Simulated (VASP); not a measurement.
Here is a VASP 6.6.1 calculation.

Contents of run.py:

```python
from ase import Atoms
from ase.calculators.vasp import Vasp

atoms = Atoms(
    ['Te', 'Sn'],
    cell=[[0.0, 3.15085, 3.15085], [3.15085, 0.0, 3.15085], [3.15085, 3.15085, 0.0]],
    scaled_positions=[[0.510412, 0.494138, 0.5059], [0.003592, -0.009835, -0.003528]],
    pbc=True,
)
calc = Vasp(
    directory='calc',
    xc='revpbe',
    pp='PBE',
    setups='recommended',
    prec='Accurate',
    encut=600,
    ediff=1e-06,
    ismear=-1,
    sigma=0.05,
    lreal=False,
    lasph=True,
    nelm=100,
    algo='Normal',
    isif=3,
    lwave=False,
    lcharg=False,
    ibrion=2,
    nsw=40,
    ediffg=-0.01,
    kpts=[7, 7, 7],
    gamma=True,
)
atoms.calc = calc

print('energy (eV):', atoms.get_potential_energy())
print('free energy (eV):', atoms.get_potential_energy(force_consistent=True))
print('forces (eV/A):')
print(atoms.get_forces())
print('stress (eV/A^3, Voigt):', atoms.get_stress())
print('Fermi level (eV):', calc.get_fermi_level())
print('cell (A, degrees):', atoms.cell.cellpar())
print('volume (A^3):', atoms.get_volume())
print('scaled positions:')
print(atoms.get_scaled_positions())
```

Potentials or basis: VASP PAW PBE potentials, release 64 (Te, Sn_d).

Command:

```console
$ python run.py
```

Estimate the space group after relaxing (to 0.05 Å).

Cm (No. 8).

What does it give for the relaxed cell?

a = 4.621 Å, b = 4.612 Å, c = 4.631 Å, α = 59.16°, β = 59.11°, γ = 59.18°.

What does it give for the band gap on the k mesh?

0.73 eV, direct.

Estimate the relaxed volume.

34.23 Å³/atom.

Step by step:
| step | energy change (eV) | largest force (eV/Å) | pressure (GPa) | volume (Å³) |
| --- | --- | --- | --- | --- |
| 1 | 0.0000 | 0.0281 | 3.28 | 62.56 |
| 2 | -0.0456 | 0.0370 | -0.57 | 68.55 |
| 3 | -0.0475 | 0.0267 | 0.00 | 67.47 |
| 4 | -0.0475 | 0.0257 | 0.10 | 67.37 |
| 5 | -0.0476 | 0.0265 | 0.06 | 67.38 |
| 6 | -0.0478 | 0.0290 | 0.06 | 67.42 |
| 7 | -0.0483 | 0.0333 | 0.03 | 67.51 |
| 8 | -0.0492 | 0.0397 | 0.03 | 67.67 |
| 9 | -0.0505 | 0.0374 | 0.06 | 68.00 |
| 10 | -0.0508 | 0.0350 | 0.03 | 68.07 |
| 11 | -0.0515 | 0.0270 | -0.03 | 68.28 |
| 12 | -0.0511 | 0.0133 | -0.11 | 68.70 |
| 13 | -0.0516 | 0.0227 | -0.06 | 68.42 |
| 14 | -0.0518 | 0.0106 | -0.01 | 68.41 |
| 15 | -0.0519 | 0.0035 | 0.02 | 68.40 |
| 16 | -0.0519 | 0.0049 | 0.00 | 68.45 |

Caveat: the PAW data sets were made with another functional, which shifts forces and pressure a little; spin-orbit coupling is left out, which moves the levels of the heavy elements; an odd mesh through Γ misses points on the zone boundary, where band edges often lie.
